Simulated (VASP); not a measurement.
MoSe2:

```
CELL_PARAMETERS angstrom
3.28800 0.00000 0.00000
-1.64400 2.84749 0.00000
0.00000 0.00000 12.90000
ATOMIC_POSITIONS crystal
Mo 0.33333 0.66667 0.25000
Mo 0.66667 0.33333 0.75000
Se 0.33333 0.66667 0.62500
Se 0.66667 0.33333 0.12500
Se 0.33333 0.66667 0.87500
Se 0.66667 0.33333 0.37500
```

```yaml
Program: VASP 6.6.1
Task: relaxation of cell and atoms
Functional: PBE
Potentials_or_basis: VASP PAW PBE potentials, release 64 (Mo_sv, Se)
Cutoff: 600 eV
k_mesh: 9 × 9 × 2
Occupations: gaussian, width 0.03 eV
Spin: no spin polarisation
```

At the start: pressure 8.3 GPa; volume 20.13 Å³/atom.

Where does the relaxation end?

Over 33 steps the energy falls by 42.4 meV/atom and the volume is 23.29 Å³/atom (+15.7 %); space group P6_3/mmc (No. 194, to 0.05 Å).

Step by step:
| step | energy change (eV) | largest force (eV/Å) | pressure (GPa) | volume (Å³) |
| --- | --- | --- | --- | --- |
| 1 | 0.0000 | 1.1451 | 8.30 | 120.78 |
| 2 | 0.5024 | 1.9456 | -11.26 | 139.89 |
| 3 | -0.2038 | 0.1617 | -0.31 | 126.98 |
| 4 | -0.2042 | 0.1136 | 0.02 | 126.71 |
| 5 | -0.2042 | 0.0918 | 0.16 | 126.59 |
| 6 | -0.2087 | 0.1057 | 0.23 | 126.77 |
| 7 | -0.2159 | 0.1452 | 0.46 | 127.28 |
| 8 | -0.2196 | 0.1418 | 0.32 | 127.80 |
| 9 | -0.2281 | 0.1319 | -0.07 | 129.37 |
| 10 | -0.2358 | 0.1076 | -0.75 | 132.53 |
| 11 | -0.2386 | 0.0505 | -0.45 | 132.73 |
| 12 | -0.2412 | 0.0464 | 0.06 | 133.06 |
| 13 | -0.2415 | 0.0927 | 0.29 | 133.21 |
| 14 | -0.2444 | 0.0825 | 0.34 | 133.73 |
| 15 | -0.2497 | 0.0562 | 0.51 | 135.27 |
| 16 | -0.2471 | 0.0245 | 1.00 | 138.27 |
| 17 | -0.2505 | 0.0529 | 0.74 | 136.48 |
| 18 | -0.2517 | 0.1367 | -0.42 | 138.69 |
| 19 | -0.2526 | 0.0612 | 0.04 | 137.79 |
| 20 | -0.2535 | 0.0378 | -0.04 | 138.18 |
| 21 | -0.2537 | 0.0207 | -0.08 | 138.46 |
| 22 | -0.2538 | 0.0077 | 0.09 | 138.33 |
| 23 | -0.2538 | 0.0026 | 0.03 | 138.38 |
| 24 | -0.2538 | 0.0047 | 0.04 | 138.40 |
| 25 | -0.2539 | 0.0106 | 0.07 | 138.45 |
| 26 | -0.2539 | 0.0133 | 0.09 | 138.48 |
| 27 | -0.2539 | 0.0156 | 0.07 | 138.53 |
| 28 | -0.2540 | 0.0239 | 0.02 | 138.68 |
| 29 | -0.2541 | 0.0399 | -0.08 | 138.97 |
| 30 | -0.2541 | 0.0384 | -0.07 | 139.01 |
| 31 | -0.2542 | 0.0333 | -0.07 | 139.11 |
| 32 | -0.2544 | 0.0251 | -0.05 | 139.31 |
| 33 | -0.2547 | 0.0069 | -0.02 | 139.72 |

Final structure:
```yaml
crystal:
  lattice:
    - [3.32297, 0.00000, 0.00000]
    - [-1.66148, 2.87777, 0.00000]
    - [0.00000, 0.00000, 14.61112]
  atoms:
    - { symbol: Mo, position: [0.33333, 0.66667, 0.25000] }
    - { symbol: Mo, position: [0.66667, 0.33333, 0.75000] }
    - { symbol: Se, position: [0.33333, 0.66667, 0.63568] }
    - { symbol: Se, position: [0.66667, 0.33333, 0.13568] }
    - { symbol: Se, position: [0.33333, 0.66667, 0.86432] }
    - { symbol: Se, position: [0.66667, 0.33333, 0.36432] }
```

Caveat: the volume moved by over 15 % at a fixed basis, so the end points are rough; this functional lacks dispersion, which binds the layers, so the pressure and a relaxed spacing across them are unreliable, and here the layers came unbound; the volume moved by +16 % from the deposited cell, more than functionals usually miss.
